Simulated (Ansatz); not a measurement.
KI, CsCl type (r2SCAN geometry), in Ansatz:

```cif
data_structure
_symmetry_space_group_name_H-M 'P 1'
_symmetry_Int_Tables_number 1
_cell_length_a 4.2909
_cell_length_b 4.2909
_cell_length_c 4.2909
_cell_angle_alpha 90.000
_cell_angle_beta 90.000
_cell_angle_gamma 90.000
_cell_volume 79.01
loop_
_atom_site_label
_atom_site_type_symbol
_atom_site_fract_x
_atom_site_fract_y
_atom_site_fract_z
_atom_site_occupancy
K1 K 0.00000 0.00000 0.00000 1
I1 I 0.50000 0.50000 0.50000 1
```

G0W0@r2SCAN with 433 empty bands, a screening cutoff of 180 eV and a 4×4×4 mesh (PAW, contour deformation) gives 5.644 eV over the mesh points, from an r2SCAN gap of 4.039 eV; it sums over 446 bands with 461 plane waves in the screening and a wave cutoff of 500 eV. No extrapolation in bands, cutoff or mesh was made for G0W0. Values at 0 K without nuclear motion; spin polarisation is off, and the phase may be a hypothetical one.

**Question.** Another run gave a Kohn-Sham gap of 4.039 eV and a G0W0 gap of 5.539 eV, summing over 192 bands with 179 plane waves in the screening and a wave cutoff of 500 eV. What was changed?

**Answer.** Empty bands 179, screening cutoff 100 eV. The counts of bands and plane waves show that both rose or fell; the cutoff follows only within a few eV.

**Question.** Another run gave a Kohn-Sham gap of 4.039 eV and a G0W0 gap of 5.620 eV, summing over 446 bands with 461 plane waves in the screening and a wave cutoff of 500 eV. What was changed?

**Answer.** Frequency model Godby-Needs pole. Only the quasiparticle gap differs.

**Question.** Estimate the gap with starting point PBE0, with them a wave cutoff of 420 eV.

**Answer.** 5.964 eV (+0.320 eV), from a Kohn-Sham gap of 4.990 eV.

Spin-orbit coupling is left out, which matters wherever the heavy atoms make up the band edges.

The program warns that the k mesh is coarse for exact exchange in some of these runs, so their gaps aren't converged.
